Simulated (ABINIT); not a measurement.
# Quasiparticle gap of SiC (F-43m) in ABINIT, part 2 of 3

Aim: the G0W0 gap of SiC (F-43m) on LDA, step by step.

ABINIT 10.8.3; LDA and many-body steps on it, plane waves. Known limits of the many-body steps: not at the basis limit.

So far. Step 2 (Ground state): The gap is indirect, with the least direct gap 3.20 eV higher.

### 3. Bands along the symmetry lines

Level of this step: DFT, LDA, plane waves, norm-conserving pseudopotentials (ABINIT).

Levels along a band path, at the cheap level, show where the edges lie and whether the meshes to come will hold them.

run.abi reads:

```
acell 3*1.0 Angstrom
rprim 
  -0.000000000000 2.179000000000 2.179000000000
  2.179000000000 -0.000000000000 2.179000000000
  2.179000000000 2.179000000000 -0.000000000000
ntypat 2
znucl 14 6
natom 2
typat 1 2
xred 
  0.000000000000 0.000000000000 0.000000000000
  0.250000000000 0.250000000000 0.250000000000
pp_dirpath "pseudos"
pseudos "Si.upf, C.upf"
ecut 37
iscf -2
irdden 1
kptopt 0
nkpt 50
kpt 
  0.00000000 0.00000000 0.00000000
  -0.06250000 -0.06250000 0.00000000
  -0.12500000 -0.12500000 0.00000000
  -0.18750000 -0.18750000 0.00000000
  -0.25000000 -0.25000000 0.00000000
  -0.31250000 -0.31250000 0.00000000
  -0.37500000 -0.37500000 0.00000000
  -0.43750000 -0.43750000 0.00000000
  -0.50000000 -0.50000000 0.00000000
  -0.48437500 -0.48437500 0.03125000
  -0.46875000 -0.46875000 0.06250000
  -0.45312500 -0.45312500 0.09375000
  -0.43750000 -0.43750000 0.12500000
  -0.42187500 -0.42187500 0.15625000
  -0.40625000 -0.40625000 0.18750000
  -0.39062500 -0.39062500 0.21875000
  -0.37500000 -0.37500000 0.25000000
  -0.37500000 0.00000000 0.37500000
  -0.32812500 0.00000000 0.32812500
  -0.28125000 0.00000000 0.28125000
  -0.23437500 0.00000000 0.23437500
  -0.18750000 0.00000000 0.18750000
  -0.14062500 0.00000000 0.14062500
  -0.09375000 0.00000000 0.09375000
  -0.04687500 0.00000000 0.04687500
  0.00000000 0.00000000 0.00000000
  0.00000000 0.00000000 0.06250000
  0.00000000 0.00000000 0.12500000
  0.00000000 0.00000000 0.18750000
  0.00000000 0.00000000 0.25000000
  0.00000000 0.00000000 0.31250000
  0.00000000 0.00000000 0.37500000
  0.00000000 0.00000000 0.43750000
  0.00000000 0.00000000 0.50000000
  -0.06250000 -0.03125000 0.46875000
  -0.12500000 -0.06250000 0.43750000
  -0.18750000 -0.09375000 0.40625000
  -0.25000000 -0.12500000 0.37500000
  -0.31250000 -0.15625000 0.34375000
  -0.37500000 -0.18750000 0.31250000
  -0.43750000 -0.21875000 0.28125000
  -0.50000000 -0.25000000 0.25000000
  -0.50000000 -0.28125000 0.21875000
  -0.50000000 -0.31250000 0.18750000
  -0.50000000 -0.34375000 0.15625000
  -0.50000000 -0.37500000 0.12500000
  -0.50000000 -0.40625000 0.09375000
  -0.50000000 -0.43750000 0.06250000
  -0.50000000 -0.46875000 0.03125000
  -0.50000000 -0.50000000 0.00000000
istwfk *1
nband 14
nbdbuf 5
tolwfr 1e-07
nstep 50
prtwf 0
prtvol 0
indata_prefix "in"
outdata_prefix "out"
tmpdata_prefix "tmp"
```

Run with:

```bash
OMP_NUM_THREADS=1 mpirun -n 4 abinit run.abi > log
```

Numbers of over 12 decimals in the logs are rounded to 6 here.

Log:

```text
.Version 10.8.3 of ABINIT. v10.8.2 released Aug 2026.

 Symmetries : space group F-4 3 m (#216); Bravais cF (face-center cubic)
[... echo of the input left out ...]
== DATASET  1 ==================================================================
-   mpi_nproc: 4, omp_nthreads: 1 (-1 if OMP is not activated)

--- !DatasetInfo
iteration_state: {dtset: 1, }
dimensions: {natom: 2, nkpt: 50, mband: 14, nsppol: 1, nspinor: 1, nspden: 1, mpw: 1524, }
cutoff_energies: {ecut:  37.0, pawecutdg:  -1.0, }
electrons: {nelect:   8.00000000E+00, charge:   0.00000000E+00, occopt:   1.00000000E+00, tsmear:   1.00000000E-02, }

 Real(R)+Recip(G) space primitive vectors, cartesian coordinates (Bohr,Bohr^-1):
 R(1)=  0.0000000  4.1177132  4.1177132  G(1)= -0.1214266  0.1214266  0.1214266
 R(2)=  4.1177132  0.0000000  4.1177132  G(2)=  0.1214266 -0.1214266  0.1214266
 R(3)=  4.1177132  4.1177132  0.0000000  G(3)=  0.1214266  0.1214266 -0.1214266
 Unit cell volume ucvol=  1.3963629E+02 bohr^3
 Angles (23,13,12)=  6.00000000E+01  6.00000000E+01  6.00000000E+01 degrees

 getcut: wavevector=  0.0000  0.0000  0.0000  ngfft=  32  32  32
         ecut(hartree)=     37.000   => boxcut(ratio)=   2.00684

--- Pseudopotential description ------------------------------------------------
- Si Generated using ONCVPSP code by D. R. Hamann
- 14.00000   4.00000  180309                  znucl, zion, pspdat
12 -1012 2 -1 1510                            pspcod,pspxc,lmax,lloc,mmax
     nproj     2     2     2
  pspatm : epsatm=    6.67003958
         --- l  ekb(1:nproj) -->
             0    5.565958    0.856966
             1    2.726111    0.629828
             2   -2.124804   -0.444604
 pspatm: atomic psp has been read  and splines computed

- C Generated using ONCVPSP code by D. R. Hamann
-  6.00000   4.00000  180309                  znucl, zion, pspdat
12 -1012 1 -1 1234                            pspcod,pspxc,lmax,lloc,mmax
     nproj     2     2     0
  pspatm : epsatm=    4.35103003
         --- l  ekb(1:nproj) -->
[...]
pspatm: atomic psp has been read  and splines computed

--------------------------------------------------------------------------------

================================================================================
 prteigrs : about to open file out_EIG
 Non-SCF case, kpt    1 (  0.00000  0.00000  0.00000), residuals and eigenvalues=
  1.93E-08  3.84E-08  9.35E-08  9.70E-08  6.80E-08  8.15E-08  2.37E-08  3.50E-08
  7.40E-08  7.39E-08  5.46E-08  9.36E-08  5.51E-08  1.32E-07
 -3.0203E-01  2.6116E-01  2.6116E-01  2.6116E-01  4.9215E-01  5.2586E-01
  5.2586E-01  5.2586E-01  7.9394E-01  7.9394E-01  8.5407E-01  8.9159E-01
  8.9159E-01  8.9159E-01
 Non-SCF case, kpt    2 ( -0.06250 -0.06250  0.00000), residuals and eigenvalues=
  7.60E-09  3.40E-08  3.88E-08  3.96E-08  2.56E-08  1.05E-08  6.87E-08  9.18E-08
[...]
8.9912E-01  9.3068E-01
 Non-SCF case, kpt    3 ( -0.12500 -0.12500  0.00000), residuals and eigenvalues=
  5.01E-08  9.30E-08  4.82E-08  2.33E-08  3.38E-08  5.30E-08  4.80E-08  3.60E-08
[...]
9.2167E-01  9.7672E-01
[...]
Non-SCF case, kpt   49 ( -0.50000 -0.46875  0.03125), residuals and eigenvalues=
[...]
1.0998E+00  1.1883E+00
 Non-SCF case, kpt   50 ( -0.50000 -0.50000  0.00000), residuals and eigenvalues=
[...]
1.0881E+00  1.1833E+00

--- !ResultsGS
iteration_state: {dtset: 1, }
comment   : Summary of ground state results
lattice_vectors:
- [ -0.0000000,   4.1177132,   4.1177132, ]
- [  4.1177132,  -0.0000000,   4.1177132, ]
- [  4.1177132,   4.1177132,  -0.0000000, ]
lattice_lengths: [   5.82333,    5.82333,    5.82333, ]
lattice_angles: [ 60.000,  60.000,  60.000, ] # degrees, (23, 13, 12)
lattice_volume:   1.3963629E+02
convergence: {deltae:  0.000E+00, res2:  0.000E+00, residm:  9.998E-08, diffor:  0.000E+00, }
etotal    :  -1.03163765E+01
entropy   :   0.00000000E+00
fermie    :   2.61161438E-01
cartesian_stress_tensor: null
pressure_GPa: null
xred      :
- [  0.0000E+00,   0.0000E+00,   0.0000E+00, Si]
- [  2.5000E-01,   2.5000E-01,   2.5000E-01,  C]
cartesian_forces: null
force_length_stats: {min: null, max: null, mean: null, }

 Integrated electronic density in atomic spheres:
 ------------------------------------------------
 Atom  Sphere_radius  Integrated_density
[...]
================================================================================

 ----iterations are completed or convergence reached----

 Mean square residual over all n,k,spin=   42.783E-09; max=  99.981E-09
 reduced coordinates (array xred) for    2 atoms
       0.000000000000      0.000000000000      0.000000000000
       0.250000000000      0.250000000000      0.250000000000

 cartesian coordinates (angstrom) at end:
    1      0.000000     0.000000     0.000000
    2      1.089500     1.089500     1.089500
 length scales=  1.889726125908  1.889726125908  1.889726125908 bohr
              =  1.000000000000  1.000000000000  1.000000000000 angstroms
 prteigrs : about to open file out_EIG
 Eigenvalues (hartree) for nkpt=  50  k points:
 kpt#   1, nband= 14, wtk=  1.00000, kpt=  0.0000  0.0000  0.0000 (reduced coord)
[...]
kpt#   2, nband= 14, wtk=  1.00000, kpt= -0.0625 -0.0625  0.0000 (reduced coord)
[...]
kpt#   3, nband= 14, wtk=  1.00000, kpt= -0.1250 -0.1250  0.0000 (reduced coord)
[...]
kpt#  49, nband= 14, wtk=  1.00000, kpt= -0.5000 -0.4687  0.0313 (reduced coord)
  -0.11426   -0.02566    0.14067    0.14099    0.31483    0.41996    0.76326    0.76909
   0.79276    0.98112    1.06342    1.08585    1.09977    1.18829
 kpt#  50, nband= 14, wtk=  1.00000, kpt= -0.5000 -0.5000  0.0000 (reduced coord)
  -0.11457   -0.02641    0.14361    0.14361    0.30993    0.41552    0.76885    0.76885
   0.79575    0.99229    1.07347    1.07347    1.08815    1.18327

== END DATASET(S) ==============================================================
================================================================================

 -outvars: echo values of variables after computation  --------
            nband          14
             nkpt          50
          spgroup         216
 [... the other variables as echoed above ...]

 Calculation completed.
```

Elapsed: 4 s, on 4 MPI ranks of Arm Neoverse V1, shared host; peak memory 0.24 GiB.

Numbers from this step:

| Quantity | Value |
| --- | --- |
| gap | 1.327 eV |
| k of the valence top | 0, 0, 0 |
| k of the conduction bottom | -0.5, -0.5, 0 |
| least direct gap | 4.526 eV |

The gap is 1.327 eV, as in the run before at this level.

The electronic bands at the labelled points (eV, zero at the top of the highest filled band; v1 is the highest filled band, c1 the lowest empty one):

```tsv
point	v4	v3	v2	v1	c1	c2	c3	c4
Γ	-15.33	0.00	0.00	0.00	6.29	7.20	7.20	7.20
halfway	-13.72	-3.30	-1.94	-1.94	3.98	6.26	10.45	10.45
X	-10.22	-7.83	-3.20	-3.20	1.33	4.20	13.81	13.81
halfway	-10.17	-7.67	-4.25	-3.05	2.06	5.19	13.16	13.38
U	-10.22	-7.29	-5.57	-2.61	3.05	7.66	11.71	12.30
jump to K	-10.22	-7.29	-5.57	-2.61	3.05	7.66	11.71	12.30
halfway	-13.54	-4.44	-2.95	-0.54	6.68	7.79	8.15	8.94
Γ	-15.33	0.00	0.00	0.00	6.29	7.20	7.20	7.20
halfway	-14.12	-4.28	-0.61	-0.61	5.94	7.81	7.81	9.26
L	-11.71	-8.56	-1.06	-1.06	5.39	7.15	7.15	9.93
halfway	-11.05	-7.85	-3.72	-2.27	5.18	7.21	10.04	10.87
W	-9.98	-7.04	-5.02	-4.71	5.15	9.33	9.37	9.64
halfway	-10.11	-7.52	-4.09	-4.06	3.02	5.89	11.82	13.13
X	-10.22	-7.83	-3.20	-3.20	1.33	4.20	13.81	13.81
```

The electronic bands as a text plot (rows in eV, shown from -8.0 to 7.3 only):

```
    7.0 |+++++           +       ++++++++       ++++ ++
    6.4 |++++ ++                +    +++++++        +
    5.7 |               +     ++            +++++ ++++       +
    5.1 |    +  ++     +    ++                   +    ++++++  +
    4.5 |         +++++                                     +  ++
    3.8 |     ++           +
    3.2 |       ++        +                                  +
    2.5 |               ++                                    +
    1.9 |         +    +                                       +
    1.3 |          ++++                                         +
    0.6 |
    0.0 |**                      **********
   -0.7 |  **                   *  ***  *  *****
   -1.3 |  ***              ****         **     *****
   -1.9 |    ***           *     ****               **
   -2.6 |       ***      **                *         **
   -3.2 |     **   ******       ***                    *       **
   -3.8 |                     **                      * *    **
   -4.5 |       **     **       *           *          * ****
   -5.1 |                *  **                          ****
   -5.8 |         *       **  **             **
   -6.4 |                   **
   -7.0 |          **     **                   *        *****
   -7.7 |            *****                            **     ****
         Γ           X  U|K            Γ         L        W     X
```

### 4. Empty states on the mesh, 6×6×6 mesh, 537 bands

The sums over transitions need many empty states on a uniform mesh; this step solves for them.

run.abi reads:

```
acell 3*1.0 Angstrom
rprim 
  -0.000000000000 2.179000000000 2.179000000000
  2.179000000000 -0.000000000000 2.179000000000
  2.179000000000 2.179000000000 -0.000000000000
ntypat 2
znucl 14 6
natom 2
typat 1 2
xred 
  0.000000000000 0.000000000000 0.000000000000
  0.250000000000 0.250000000000 0.250000000000
pp_dirpath "pseudos"
pseudos "Si.upf, C.upf"
ecut 37
ngkpt 6 6 6
nshiftk 1
shiftk 0 0 0
kptopt 1
chksymbreak 0
irdden 1
istwfk *1
nband 537
prtvol 0
optdriver 6
gwr_task "HDIAGO"
paral_kgb 0
occopt 1
indata_prefix "in"
outdata_prefix "out"
tmpdata_prefix "tmp"
```

Log:

```text
[banner, memory and clock lines left out]
.Version 10.8.3 of ABINIT. v10.8.2 released Aug 2026.

 Symmetries : space group F-4 3 m (#216); Bravais cF (face-center cubic)
[... echo of the input left out ...]
== DATASET  1 ==================================================================
-   mpi_nproc: 4, omp_nthreads: 1 (-1 if OMP is not activated)

--- !DatasetInfo
iteration_state: {dtset: 1, }
dimensions: {natom: 2, nkpt: 16, mband: 537, nsppol: 1, nspinor: 1, nspden: 1, mpw: 1524, }
cutoff_energies: {ecut:  37.0, pawecutdg:  -1.0, }
electrons: {nelect:   8.00000000E+00, charge:   0.00000000E+00, occopt:   1.00000000E+00, tsmear:   1.00000000E-02, }

.Using double precision arithmetic; gwpc =  8

- Reading GS density from: in_DEN

--- Pseudopotential description ------------------------------------------------
- Si Generated using ONCVPSP code by D. R. Hamann
- 14.00000   4.00000  180309                  znucl, zion, pspdat
12 -1012 2 -1 1510                            pspcod,pspxc,lmax,lloc,mmax
     nproj     2     2     2
  pspatm : epsatm=    6.67003958
         --- l  ekb(1:nproj) -->
             0    5.565958    0.856966
             1    2.726111    0.629828
             2   -2.124804   -0.444604
 pspatm: atomic psp has been read  and splines computed

- C Generated using ONCVPSP code by D. R. Hamann
-  6.00000   4.00000  180309                  znucl, zion, pspdat
12 -1012 1 -1 1234                            pspcod,pspxc,lmax,lloc,mmax
     nproj     2     2     0
  pspatm : epsatm=    4.35103003
         --- l  ekb(1:nproj) -->
             0    6.431505    0.400560
             1   -4.185684   -0.892924
 pspatm: atomic psp has been read  and splines computed

   8.81685569E+01                                ecore*ucvol(ha*bohr**3)

 Total charge density [el/Bohr^3]
)     Maximum=    2.7934E-01  at reduced coord.    0.2188    0.2188    0.3750
)     Minimum=    1.1241E-03  at reduced coord.    0.0000    0.0000    0.0000
   Integrated=    8.0000E+00

 === KS gaps after direct diagonalization ===
 Indirect band gap semiconductor
 Fundamental gap:     1.327 (eV)
   VBM:     7.107 (eV) at k: [ 0.0000E+00,  0.0000E+00,  0.0000E+00]
   CBM:     8.434 (eV) at k: [ 5.0000E-01,  5.0000E-01,  0.0000E+00]
 Direct gap:         4.526 (eV) at k: [ 5.0000E-01,  5.0000E-01,  0.0000E+00]

== END DATASET(S) ==============================================================

 -outvars: echo values of variables after computation  --------
           etotal      0.0000000000E+00
            nband         537
             nkpt          16
          spgroup         216
 [... the other variables as echoed above ...]

 Calculation completed.
```

Run time: 16 s. Hardware: 4 MPI ranks; peak memory 0.77 GiB; 64 s of CPU time.

This step gave:

| Property | Result |
| --- | --- |
| gap | 1.327 eV |
| k of the valence top | 0, 0, 0 |
| k of the conduction bottom | 0.5, 0.5, 0 |
| least direct gap | 4.526 eV |
| k points computed | 16 |
| lowest point of the top converged band, above the valence top | 453.3010 eV |

On this mesh the gap is 1.327 eV.

### 5. Screening, 6×6×6 mesh, 529 bands, screening to 598.7 eV

The RPA dielectric matrix is built and inverted for each q.

This step: RPA screening on LDA, plane waves, norm-conserving pseudopotentials.

Edit run.abi of step 4 so:

```diff
@@ -20,10 +20,11 @@
 chksymbreak 0
-irdden 1
 istwfk *1
-nband 537
-prtvol 0
-optdriver 6
-gwr_task "HDIAGO"
-paral_kgb 0
 occopt 1
+irdwfk 1
+optdriver 3
+nband 529
+ecuteps 22
+inclvkb 2
+awtr 1
+symchi 1
 indata_prefix "in"
```

Log:

```text
.Version 10.8.3 of ABINIT. v10.8.2 released Aug 2026.

 Symmetries : space group F-4 3 m (#216); Bravais cF (face-center cubic)
[... echo of the input left out ...]
== DATASET  1 ==================================================================
-   mpi_nproc: 4, omp_nthreads: 1 (-1 if OMP is not activated)

--- !DatasetInfo
iteration_state: {dtset: 1, }
dimensions: {natom: 2, nkpt: 16, mband: 529, nsppol: 1, nspinor: 1, nspden: 1, mpw: 1524, }
cutoff_energies: {ecut:  37.0, pawecutdg:  -1.0, }
electrons: {nelect:   8.00000000E+00, charge:   0.00000000E+00, occopt:   1.00000000E+00, tsmear:   1.00000000E-02, }

 SCREENING: Calculation of the susceptibility and dielectric matrices

 Based on a program developped by R.W. Godby, V. Olevano, G. Onida, and L. Reining.
 Incorporated in ABINIT by V. Olevano, G.-M. Rignanese, and M. Torrent.
.Using double precision arithmetic ; gwpc =  8

[... cell and pseudopotentials left out ...]
--------------------------------------------------------------------------------

 ==== K-mesh for the wavefunctions ====
 Number of points in the irreducible wedge :    16
[... list of points left out ...]
 Together with 24 symmetry operations and time-reversal symmetry
 yields   216 points in the full Brillouin Zone.

 ==== Q-mesh for the screening function ====
 Number of points in the irreducible wedge :    16
[... list of points left out ...]
 Together with 24 symmetry operations and time-reversal symmetry
 yields   216 points in the full Brillouin Zone.

 setmesh: FFT mesh size selected  =    27x   27x   27
          total number of points  =        19683

 vcoul_init : cutoff-mode = AUXILIARY_FUNCTION
 q-points for optical limit:   1
     1)      0.000010    0.000020    0.000030

- screening: taking advantage of time-reversal symmetry
- Maximum band index for partially occupied states nbvw = 4
- Remaining bands to be divided among processors   nbcw = 525
- Number of bands treated by each node ~131

 Number of electrons calculated from density =    8.0000; Expected =    8.0000
 average of density, n =  0.057292
 r_s =    1.6092
 omega_plasma =   23.0888 [eV]

 calculating chi0 at frequencies [eV] :
  1    0.000000E+00    0.000000E+00
  2    0.000000E+00    2.308880E+01

--------------------------------------------------------------------------------
  q-point number  1        q = ( 0.000000, 0.000000, 0.000000) [r.l.u.]
--------------------------------------------------------------------------------
[... chi0 elements left out ...]
 For q-point:  0.000010 0.000020 0.000030
  dielectric constant =   7.1937
  dielectric constant without local fields =   7.8571

  Average fulfillment of the sum rule on Im[epsilon] for q-point    1 :     98.37  [%]
[... wings left out ...]
  q-point number  2        q = ( 0.166667, 0.000000, 0.000000) [r.l.u.]
--------------------------------------------------------------------------------
[... chi0 elements left out ...]
  Average fulfillment of the sum rule on Im[epsilon] for q-point    2 :     98.47  [%]

 [... 14 further q-points ...]
```

Wall time 19 min (4 MPI ranks); peak memory 4 GiB; 75 min of CPU time.

Numbers from this step:

```
ε∞ with local fields, on this mesh, along the program's q direction : 7.194
the same without local fields                                       : 7.857
plasma frequency                                                    : 23.09 eV
plane waves in the screening matrix                                 : 701
```

Local fields lower ε∞ by 8 %.

(Continued in part 3 of 3.)

[Paths, hosts, dates, memory and timing lines, banners, echoed tables and standing remarks are left out of the program output.]

[Logs are printed without paths, hosts, clocks, repeated set-up lines and the standing remarks that a program may print on its own settings, such as how far it seeks lower states.]

[Runs of the session that timed out or met a known fault of the program may be left out.]

[Hosts, paths, dates, database ids (printed as entryN), source tags and the programs' standing remarks are cut or masked in the printed files.]

[G0W0 gaps are taken among the corrected bands and points alone; a level outside them can change the order at an edge.]

[Where Ansatz stands beside ABINIT at settings called matched, ABINIT's density can come from a denser mesh and the files from another edition; pairs whose starting gaps differed by over 0.03 eV were left out, so agreement reads better than it is.]
